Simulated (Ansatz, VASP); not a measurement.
**KBr: VASP beside Ansatz**

The input INCAR:

```
PREC = Accurate ; ENCUT = 600
EDIFF = 1E-6 ; ISMEAR = -1
SIGMA = 0.05 ; LREAL = False
LASPH = True ; NELM = 100
ALGO = Normal ; ISIF = 3
LWAVE = False ; LCHARG = False
METAGGA = R2SCAN ; LMIXTAU = True
IBRION = 2 ; NSW = 40
EDIFFG = -0.005
```

Contents of KPOINTS:

```
regular mesh
0
Gamma
  7 7 7
```

File POSCAR:

```
KBr
1.0
    0.0000000000      3.3000000000      3.3000000000
    3.3000000000      0.0000000000      3.3000000000
    3.3000000000      3.3000000000      0.0000000000
Br K
1 1
Direct
    0.5000000000      0.5000000000      0.5000000000
    0.0000000000      0.0000000000      0.0000000000
```

Contents of input.yaml:

```yaml
crystal:
  lattice:
    - [0.0, 3.3, 3.3]
    - [3.3, 0.0, 3.3]
    - [3.3, 3.3, 0.0]
  atoms:
    - { symbol: Br, position: [0.5, 0.5, 0.5] }
    - { symbol: K, position: [0.0, 0.0, 0.0] }
hamiltonian:
  xc: r2scan
  pseudopotentials: { kind: paw }
kpoints:
  mp_grid: { grid: [7, 7, 7] }
scf:
  occupations: { method: fermi_dirac, width: 0.05 }
output:
  forces: true
  stress: true
  eigenvalues: true
relax:
  f_tol: 0.01
  max_steps: 40
  cell: { stress_tol: 0.05 }
```

Alike in both runs: task relaxation of cell and atoms; functional r2SCAN; k mesh 7 × 7 × 7; occupations fermi-dirac, width 0.05 eV; no spin polarisation.

```csv
,VASP,Ansatz
version,VASP 6.6.1,Ansatz 0.2.0
potentials or method,"VASP PAW PBE potentials, release 64 (Br, K_sv)",Ansatz PAW
plane-wave cutoff (eV),600,500
valence electrons in the cell,16,16
```

VASP gave:

* gap on the k mesh at the Fermi level, each at its own relaxed structure (eV): 5.07
* relaxed volume (Å³/atom): 36.08
* relaxed cell length with the largest relative difference (Å): 4.673

Question: Estimate Ansatz's values.

Answer: gap on the k mesh at the Fermi level, each at its own relaxed structure (eV): 5.07; relaxed volume (Å³/atom): 36.01; relaxed cell length with the largest relative difference (Å): 4.670.

Caveats: the PAW data sets were made with another functional, which shifts forces and pressure a little (VASP); an odd mesh through Γ misses points on the zone boundary, where band edges often lie (VASP); odd divisions of the mesh miss points on the zone boundary, where band edges often lie, so the gap on the mesh can be too wide (Ansatz); the plane-wave basis is chosen anew once the cell has moved, so the energies of steps on either side of that aren't comparable (Ansatz); the PAW data sets come from PBE, with cores solved anew for the run's functional, which leaves a small shift of forces and pressure (Ansatz). Zero-point motion and thermal expansion aren't in these numbers.
